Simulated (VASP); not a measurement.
# ZnH2 (Fd-3m) in VASP: settings compared

Aim: see how the results for ZnH2 move with the level of theory and the settings. Levels: PBE, PBEsol, LAK. Tasks: relaxation of cell and atoms, relaxation of the atoms.

All numbers are computed with VASP 6.6.1; they aren't measurements. Logs are shortened: lines on timing, memory, paths and dates and some standing lists are left out, and cuts for length are marked.

**1. Starting point**

The structure is cubic, space group Fd-3m (No. 227). Conventional cell: a = 6.230 Å, b = 6.230 Å, c = 6.230 Å, α = 90.00°, β = 90.00°, γ = 90.00°. Zn (site symmetry -43m) has 12 H at 2.58 Å and 4 Zn at 2.70 Å as nearest neighbours. H (site symmetry -3m) is surrounded by 6 H at 2.20 Å.

The cell was built by a generator and needn't be a form met in nature.

**2. Relaxation of cell and atoms, PBE**

Contents of INCAR:

```
SYSTEM = ZnH2
PREC     = Accurate       ! precision mode
ENCUT    = 600            ! plane-wave cutoff, eV
EDIFF    = 1E-6           ! SCF threshold, eV
ISMEAR   = 0              ! smearing method
SIGMA    = 0.05           ! smearing width, eV
LREAL    = .FALSE.        ! projectors in reciprocal space
LASPH    = .TRUE.         ! aspherical terms in the spheres
NELM     = 60             ! most SCF steps
ALGO     = Normal         ! electronic algorithm
ISIF     = 3              ! what is computed and relaxed
LWAVE    = .FALSE.        ! write WAVECAR
LCHARG   = .FALSE.        ! write CHGCAR
GGA      = PE             ! functional
IBRION   = 2              ! ionic algorithm
NSW      = 40             ! ionic steps
EDIFFG   = -0.01          ! ionic threshold
```

Contents of KPOINTS:

```
regular mesh
0
G
  7 7 7
  0 0 0
```

Contents of POSCAR:

```
ZnH2
1.0
    0.0000000000      3.1150413900      3.1150413900
    3.1150413900      0.0000000000      3.1150413900
    3.1150413900      3.1150413900      0.0000000000
Zn H
2 4
Direct
    0.0000000000      0.0000000000      0.0000000000
    0.2500000000      0.2500000000      0.2500000000
    0.6250000000      0.6250000000      0.6250000000
    0.1250000000      0.6250000000      0.6250000000
    0.6250000000      0.6250000000      0.1250000000
    0.6250000000      0.1250000000      0.6250000000
```

Potentials or basis: VASP PAW PBE potentials, release 64 (Zn, H).

Launch:

```
> cat potpaw_PBE.64/Zn/POTCAR potpaw_PBE.64/H/POTCAR > POTCAR
> mpirun -np 1 vasp_std > vasp.out
```

OUTCAR:

```text
SYSTEM = ZnH2
   PREC = Accurate
   ENCUT = 600
   EDIFF = 1E-6
   ISMEAR = 0
   LREAL = .FALSE.
   LASPH = .TRUE.
   NELM = 60
   ISIF = 3
   GGA = PE
   IBRION = 2
   NSW = 40
   EDIFFG = -0.01

 ion  position               nearest neighbor table
   1  0.000  0.000  0.000-   2 2.70   2 2.70   2 2.70   2 2.70
   2  0.250  0.250  0.250-   1 2.70   1 2.70   1 2.70   1 2.70
   3  0.625  0.625  0.625-
   4  0.125  0.625  0.625-
   5  0.625  0.625  0.125-
   6  0.625  0.125  0.625-

  LATTYP: Found a face centered cubic cell.
 ALAT       =     6.2300827800

  Lattice vectors:

 A1 = (   0.0000000000,   3.1150413900,   3.1150413900)
 A2 = (   3.1150413900,   0.0000000000,   3.1150413900)
 A3 = (   3.1150413900,   3.1150413900,   0.0000000000)

Analysis of symmetry for initial positions (statically):
=====================================================================
 Subroutine PRICEL returns:
 Original cell was already a primitive cell.

 Routine SETGRP: Setting up the symmetry group for a
 face centered cubic supercell.

 Subroutine GETGRP returns: Found 48 space group operations
 (whereof 24 operations were pure point group operations)
 out of a pool of 48 trial point group operations.

The static configuration has the point symmetry T_d .
 The point group associated with its full space group is O_h .

Analysis of symmetry for dynamics (positions and initial velocities):
=====================================================================
 Subroutine PRICEL returns:
 Original cell was already a primitive cell.

 Routine SETGRP: Setting up the symmetry group for a
 face centered cubic supercell.

 Subroutine GETGRP returns: Found 48 space group operations
 (whereof 24 operations were pure point group operations)
 out of a pool of 48 trial point group operations.

The dynamic configuration has the point symmetry T_d .
 The point group associated with its full space group is O_h .

 Subroutine INISYM returns: Found 48 space group operations
 (whereof 24 operations are pure point group operations),
 and found     1 'primitive' translations

----------------------------------------------------------------------------------------

                                     Primitive cell

  volume of cell :      60.4535

  direct lattice vectors                    reciprocal lattice vectors
     0.000000000  3.115041390  3.115041390    -0.160511511  0.160511511  0.160511511
     3.115041390  0.000000000  3.115041390     0.160511511 -0.160511511  0.160511511
     3.115041390  3.115041390  0.000000000     0.160511511  0.160511511 -0.160511511

  length of vectors
     4.405333781  4.405333781  4.405333781     0.278014092  0.278014092  0.278014092

  position of ions in fractional coordinates (direct lattice)
     0.000000000  0.000000000  0.000000000
     0.250000000  0.250000000  0.250000000
     0.625000000  0.625000000  0.625000000
     0.125000000  0.625000000  0.625000000
     0.625000000  0.625000000  0.125000000
     0.625000000  0.125000000  0.625000000

  ion indices of the primitive-cell ions
   primitive index   ion index
                 1           1
                 2           2
                 3           3
                 4           4
                 5           5
                 6           6

----------------------------------------------------------------------------------------

 KPOINTS: regular mesh

Automatic generation of k-mesh.
 Grid dimensions read from file:
 generate k-points for:    7    7    7

 Generating k-lattice:

  Cartesian coordinates                     Fractional coordinates (reciprocal lattice)
    -0.022930216  0.022930216  0.022930216     0.142857143  0.000000000  0.000000000
     0.022930216 -0.022930216  0.022930216     0.000000000  0.142857143  0.000000000
     0.022930216  0.022930216 -0.022930216     0.000000000  0.000000000  0.142857143

  Length of vectors
     0.039716299  0.039716299  0.039716299

  Shift w.r.t. Gamma in fractional coordinates (k-lattice)
     0.000000000  0.000000000  0.000000000

 Subroutine IBZKPT returns following result:
 ===========================================

 Found     20 irreducible k-points:

 Following reciprocal coordinates:
            Coordinates               Weight
  0.000000  0.000000  0.000000      1.000000
  0.142857  0.000000  0.000000      8.000000
  0.285714  0.000000  0.000000      8.000000
  0.428571  0.000000  0.000000      8.000000
  0.142857  0.142857  0.000000      6.000000
  0.285714  0.142857  0.000000     24.000000
[... 12 lines left out ...]
 -0.428571  0.428571  0.142857     24.000000
 -0.285714  0.428571  0.142857     24.000000
   k-points           NKPTS =     20   k-points in BZ     NKDIM =     20   number of bands    NBANDS=     18
   number of dos      NEDOS =    301   number of ions     NIONS =      6
   total plane-waves  NPLWV =  46656
   dimension x,y,z NGX =    36 NGY =   36 NGZ =   36
   dimension x,y,z NGXF=    72 NGYF=   72 NGZF=   72
   ions per type =               2   4
   NGX,Y,Z   is equivalent  to a cutoff of  13.59, 13.59, 13.59 a.u.
   NGXF,Y,Z  is equivalent  to a cutoff of  27.17, 27.17, 27.17 a.u.
 SYSTEM =  ZnH2
   PREC   = accura    normal or accurate (medium, high low for compatibility)
   ISTART =      0    job   : 0-new  1-cont  2-samecut
   ICHARG =      2    charge: 1-file 2-atom 10-const
   ISPIN  =      1    spin polarized calculation?
   LNONCOLLINEAR =      F non collinear calculations
   LSORBIT =      F    spin-orbit coupling
   LASPH  =      T    aspherical Exc in radial PAW
   ENCUT  =  600.0 eV  44.10 Ry    6.64 a.u.   8.80  8.80  8.80*2*pi/ulx,y,z
   NELM   =     60;   NELMIN=  2; NELMDL= -5     # of ELM steps
   EDIFF  = 0.1E-05   stopping-criterion for ELM
   LREAL  =      F    real-space projection
   EDIFFG = -.1E-01   stopping-criterion for IOM
   NSW    =     40    number of steps for IOM
   IBRION =      2    ionic relax: 0-MD 1-quasi-New 2-CG
   NFREE  =      1    steps in history (QN), initial steepest desc. (CG)
   ISIF   =      3    stress and relaxation
   ISYM   =      2    0-nonsym 1-usesym 2-fastsym
   POTIM  = 0.5000    time-step for ionic-motion
   TEBEG  =    0.0;   TEEND  =   0.0 temperature during run
   PSTRESS=    0.0 pullay stress
   NELECT =      28.0000    total number of electrons
   NUPDOWN=      -1.0000    fix difference up-down
   EMIN   =  10.00;   EMAX   =-10.00  energy-range for DOS
   EFERMI =   0.00;   METHOD = LEGACY
   ISMEAR =     0;   SIGMA  =   0.05  broadening in eV -4-tet -1-fermi 0-gaus
   EFERMI_NEDOS =   21; number of points for ismear=-14 and -15
   IALGO  =     38    algorithm
   IMIX   =      4    mixing-type and parameters
     AMIX     =   0.40;   BMIX     =  1.00
     AMIX_MAG =   1.60;   BMIX_MAG =  1.00
  volume/ion in A,a.u.               =      10.08        67.99
  Fermi-wavevector in a.u.,A,eV,Ry     =   1.266641  2.393605 21.828922  1.604381
  Thomas-Fermi vector in A             =   2.399831
   LORBIT       =      0    0 simple, 1 ext, 2 COOP (PROOUT), +10 PAW based schemes
   GGA     = PE    functional components
   LHFCALC =     F    Hartree Fock is set to
   AEXX    =    0.0000 exact exchange contribution
   IVDW    =     0    specifies the selected vdW correction
   LEPSILON=     F    determine dielectric tensor
   LRPA    =     F    only Hartree local field effects (RPA)
 conjugate gradient relaxation of ions
 non-spin polarized calculation
 Gauss-broadening in eV      SIGMA  =   0.05
  energy-cutoff  :      600.00
  volume of cell :       60.45
 maximum number of plane-waves:      2026
   NGX = 17   NGY = 17   NGZ = 17

--------------------------------------- Ionic step        1  -------------------------------------------

 number of electron      28.0000012 magnetization

 Free energy of the ion-electron system (eV)
  ---------------------------------------------------
  ext. energy  EPLUGINS =         0.00000000
  ---------------------------------------------------
  free energy    TOTEN  =        -9.44943017 eV

  energy without entropy =       -9.44826832  energy(sigma->0) =       -9.44884925

 E-fermi :   0.5037     XC(G=0):  -9.8516

 val. band max:        0.4183113733   @ k =   0.2857   0.2857   0.0000
 cond. band min:       0.5463884461   @ k =   0.4286   0.0000   0.0000
 fundamental gap:      0.1280770729
 Fermi energy:         0.5036567014

 k-point     1 :       0.0000    0.0000    0.0000
  band No.  band energies     occupation
      1      -8.6627      2.00000
      2      -6.7922      2.00000
      3      -6.7922      2.00000
      4      -6.7922      2.00000
      5      -6.7469      2.00000
      6      -6.7469      2.00000
[... 10 lines left out ...]
     17       5.0624      0.00000
     18       5.0624      0.00000
[... 579 lines left out ...]
 POSITION                                       TOTAL-FORCE (eV/Angst)
 -----------------------------------------------------------------------------------
      0.00000      0.00000     -0.00000         0.000000      0.000000      0.000000
      1.41598      1.41598      1.41598        -0.000000     -0.000000     -0.000000
      3.53996      3.53996      3.53996         0.000000     -0.000000      0.000000
      3.53996      2.12397      2.12397        -0.000000     -0.000000      0.000000
      2.12397      2.12397      3.53996         0.000000     -0.000000      0.000000
      2.12397      3.53996      2.12397        -0.000000     -0.000000      0.000000
 -----------------------------------------------------------------------------------
    total drift:                                0.000000     -0.000000     -0.000000

  FREE ENERGIE OF THE ION-ELECTRON SYSTEM (eV)
  ---------------------------------------------------
  free  energy   TOTEN  =       -10.2557640811 eV

  energy  without entropy=      -10.2534266962  energy(sigma->0) =      -10.25459539

--------------------------------------- Ionic step        6  -------------------------------------------

 number of electron      28.0000005 magnetization

 Free energy of the ion-electron system (eV)
  ---------------------------------------------------
  ext. energy  EPLUGINS =         0.00000000
  ---------------------------------------------------
  free energy    TOTEN  =       -10.25576587 eV

  energy without entropy =      -10.25342860  energy(sigma->0) =      -10.25459724

 E-fermi :   2.3940     XC(G=0): -11.1003

 val. band max:        2.1529275838   @ k =  -0.4286   0.2857   0.0000
 cond. band min:       2.4058696068   @ k =   0.2857   0.0000   0.0000
 fundamental gap:      0.2529420230
 Fermi energy:         2.3940431268

 k-point     1 :       0.0000    0.0000    0.0000
  band No.  band energies     occupation
      1      -9.2180      2.00000
      2      -5.7228      2.00000
      3      -5.7228      2.00000
      4      -5.7228      2.00000
      5      -5.6535      2.00000
      6      -5.6535      2.00000
[... 10 lines left out ...]
     17       7.2189      0.00000
     18       7.2189      0.00000
[... 419 lines left out ...]
 POSITION                                       TOTAL-FORCE (eV/Angst)
 -----------------------------------------------------------------------------------
      0.00000      0.00000      0.00000        -0.000000     -0.000000     -0.000000
      1.41597      1.41597      1.41597         0.000000      0.000000      0.000000
      3.53993      3.53993      3.53993        -0.000000     -0.000000     -0.000000
      3.53993      2.12396      2.12396        -0.000000     -0.000000      0.000000
      2.12396      2.12396      3.53993        -0.000000     -0.000000      0.000000
      2.12396      3.53993      2.12396        -0.000000     -0.000000      0.000000
 -----------------------------------------------------------------------------------
    total drift:                                0.000000     -0.000000     -0.000000

  FREE ENERGIE OF THE ION-ELECTRON SYSTEM (eV)
  ---------------------------------------------------
  free  energy   TOTEN  =       -10.2557658687 eV

  energy  without entropy=      -10.2534286022  energy(sigma->0) =      -10.25459724

 reached required accuracy - stopping structural energy minimisation
```

It took 63 s on 1 thread of AMD EPYC 9R45 (Zen 5), shared host; peak memory 0.19 GiB.

What came out:

```
Free energy                            : -10.2558 eV
Relaxed volume                         : 7.57 Å³/atom
Relaxed cell                           : a = 4.005 Å, b = 4.005 Å, c = 4.005 Å, α = 60.00°, β = 60.00°, γ = 60.00°
Space group after relaxing (to 0.05 Å) : Fd-3m (No. 227)
Energy gained by relaxing              : 134.4 meV/atom
Ionic steps                            : 6
Pressure after relaxing                : -0.2 GPa
Band gap on the k mesh                 : none (metal or under the smearing width)
```

Step by step:
| step | energy change (eV) | largest force (eV/Å) | pressure (GPa) | volume (Å³) |
| --- | --- | --- | --- | --- |
| 1 | 0.0000 | 0.0000 | -13.19 | 60.45 |
| 2 | -0.5129 | 0.0000 | -9.95 | 53.48 |
| 3 | -0.7955 | 0.0000 | -2.49 | 46.71 |
| 4 | -0.8055 | 0.0000 | 1.01 | 44.93 |
| 5 | -0.8063 | 0.0000 | -0.23 | 45.42 |
| 6 | -0.8063 | 0.0000 | -0.16 | 45.42 |

Final structure:
```
Zn H
1.0
     0.00000    2.83194    2.83194
     2.83194    0.00000    2.83194
     2.83194    2.83194    0.00000
Zn H
2 4
Cartesian
  0.0000 0.0000 0.0000
  1.4160 1.4160 1.4160
  3.5399 3.5399 3.5399
  3.5399 2.1240 2.1240
  2.1240 2.1240 3.5399
  2.1240 3.5399 2.1240
```

Levels at points of the mesh, in eV from the Fermi level:
| k point | band 10 | band 11 | band 12 | band 13 | band 14 | band 15 | band 16 | band 17 | band 18 |
| --- | --- | --- | --- | --- | --- | --- | --- | --- | --- |
| (0.00, 0.00, 0.00) | -7.11 | -7.11 | 0.25 | 0.25 | 0.25 | 1.70 | 4.82 | 4.82 | 4.82 |

Caveat: the volume moved by over 15 % at a fixed basis, so the end points are rough.

**3. Relaxation of the atoms, PBEsol**

Contents of INCAR:

```
PREC     = Accurate       # precision mode
ENCUT    = 520            # plane-wave cutoff, eV
EDIFF    = 1E-6           # SCF threshold, eV
ISMEAR   = 0              # smearing method
SIGMA    = 0.05           # smearing width, eV
LREAL    = F              # projectors in reciprocal space
LASPH    = T              # aspherical terms in the spheres
NELM     = 80             # most SCF steps
ALGO     = Fast           # electronic algorithm
ISIF     = 2              # what is computed and relaxed
LWAVE    = F              # write WAVECAR
LCHARG   = F              # write CHGCAR
GGA      = PS             # functional
IBRION   = 2              # ionic algorithm
NSW      = 40             # ionic steps
EDIFFG   = -0.01          # ionic threshold
```

Contents of KPOINTS:

```
Automatic mesh
0
Gamma
  7 7 7
```

POSCAR is that of step 2.

Potentials or basis: VASP PAW PBE potentials, release 64 (Zn, H).

Launch:

```
> cat potpaw_PBE.64/Zn/POTCAR potpaw_PBE.64/H/POTCAR > POTCAR
> mpirun -np 1 vasp_std > vasp.out
```

It took 15 s on 1 thread of AMD EPYC 9R45 (Zen 5), shared host; peak memory 0.17 GiB.

Results (log left out):

```
Free energy             : -10.2605 eV
Pressure after relaxing : -16.0 GPa
Band gap on the k mesh  : none (metal or under the smearing width)
```

Final structure:
```cif
data_structure
_symmetry_space_group_name_H-M 'P 1'
_symmetry_Int_Tables_number 1
_cell_length_a 4.4053
_cell_length_b 4.4053
_cell_length_c 4.4053
_cell_angle_alpha 60.000
_cell_angle_beta 60.000
_cell_angle_gamma 60.000
_cell_volume 60.45
loop_
_atom_site_label
_atom_site_type_symbol
_atom_site_fract_x
_atom_site_fract_y
_atom_site_fract_z
_atom_site_occupancy
Zn1 Zn 0.00000 0.00000 0.00000 1
Zn2 Zn 0.25000 0.25000 0.25000 1
H1 H 0.62500 0.62500 0.62500 1
H2 H 0.12500 0.62500 0.62500 1
H3 H 0.62500 0.62500 0.12500 1
H4 H 0.62500 0.12500 0.62500 1
```

Levels at points of the mesh, in eV from the Fermi level:
```tsv
k point	band 11	band 12	band 13	band 14	band 15	band 16	band 17	band 18
(0.00, 0.00, 0.00)	-6.75	0.24	0.24	0.24	0.87	4.32	4.38	4.38
```

Caveat: the relaxation stopped at its first step, so nothing moved; the PAW data sets were made with another functional, which shifts forces and pressure a little.

**4. Relaxation of cell and atoms, LAK**

Contents of run.py:

```python
from ase.calculators.vasp import Vasp
from ase.filters import FrechetCellFilter
from ase.optimize import BFGSLineSearch
from ase.spacegroup import crystal

atoms = crystal(
    ['Zn', 'H'],
    basis=[[0.0, 0.0, 0.5], [0.125, 0.125, 0.125]],
    spacegroup=227,
    setting=1,
    cellpar=[6.23008278, 6.23008278, 6.23008278, 90.0, 90.0, 90.0],
    primitive_cell=True,
)
calc = Vasp(
    directory='calc',
    pp='PBE',
    setups={'base': 'minimal', 'H': '_s'},
    prec='Accurate',
    encut=480,
    ediff=1e-06,
    ismear=-1,
    sigma=0.2,
    lreal=False,
    lasph=True,
    nelm=100,
    algo='Normal',
    isif=2,
    lwave=False,
    lcharg=False,
    metagga='LAK',
    lmixtau=True,
    kpts=[2, 2, 2],
    gamma=True,
)
atoms.calc = calc
opt = BFGSLineSearch(FrechetCellFilter(atoms), trajectory='relax.traj')
converged = opt.run(fmax=0.02, steps=40)
print('converged:', converged)

print('energy (eV):', atoms.get_potential_energy())
print('free energy (eV):', atoms.get_potential_energy(force_consistent=True))
print('forces (eV/A):')
print(atoms.get_forces())
print('stress (eV/A^3, Voigt):', atoms.get_stress())
print('Fermi level (eV):', calc.get_fermi_level())
print('cell (A, degrees):', atoms.cell.cellpar())
print('volume (A^3):', atoms.get_volume())
print('scaled positions:')
print(atoms.get_scaled_positions())
```

Potentials or basis: VASP PAW PBE potentials, release 64 (Zn, H_s).

Launch:

```
> python run.py
```

Wall time 2.6 min (1 thread of AMD EPYC 9R45 (Zen 5), shared host); peak memory 0.14 GiB.

The run converged, but some of its settings lie outside the range that counts as converged (typed here: ISMEAR = -1; SIGMA = 0.2; k = 2 × 2 × 2; EDIFFG = -0.02), so its numbers aren't taken as properties of the crystal.

What came out:

```yaml
Free_energy: 23.4230 eV
Relaxed_volume: 8.56 Å³/atom
Relaxed_cell: a = 4.172 Å, b = 4.172 Å, c = 4.172 Å, α = 60.00°, β = 60.00°, γ = 60.00°
Space_group_after_relaxing_to_0.05_Å: Fd-3m (No. 227)
Energy_gained_by_relaxing: 33.1 meV/atom
Ionic_steps: 3
Pressure_after_relaxing: 0.4 GPa
Band_gap_on_the_k_mesh: none (metal or under the smearing width)
```

Caveat: the k mesh is coarse (spacing up to 0.87 Å⁻¹), so the values aren't converged; the volume moved by over 15 % at a fixed basis, so the end points are rough; the PAW data sets were made with another functional, which shifts forces and pressure a little.

**5. The reference run**

An earlier run on the cell as given: functional PBE; potentials or basis VASP PAW PBE potentials, release 64 (Zn, H); cutoff 520 eV; k mesh 7 × 7 × 7; occupations fermi-dirac, width 0.05 eV; no spin polarisation.

- Pressure: -13.2 GPa
- Band gap on the k mesh: none (metal or under the smearing width)

**6. Overview**

```csv
task,level,cell,cutoff (eV),smearing,gap on the mesh (eV),pressure (GPa)
relaxation of cell and atoms,PBE,relaxed,600,gaussian 0.05 eV,none,-0.2
relaxation of the atoms,PBEsol,atoms relaxed,520,gaussian 0.05 eV,none,-16.0
single point,PBE,as given,520,fermi-dirac 0.05 eV,none,-13.2
```

Alike in all rows: potentials or basis VASP PAW PBE potentials, release 64 (Zn, H); no spin polarisation; k mesh 7 × 7 × 7.

Caveats: the volume moved by over 15 % at a fixed basis, so the end points are rough (some runs); the relaxation stopped at its first step, so nothing moved (some runs); the PAW data sets were made with another functional, which shifts forces and pressure a little (some runs).

Total energies depend on the potentials used, so only differences within one code and one set of settings carry meaning.
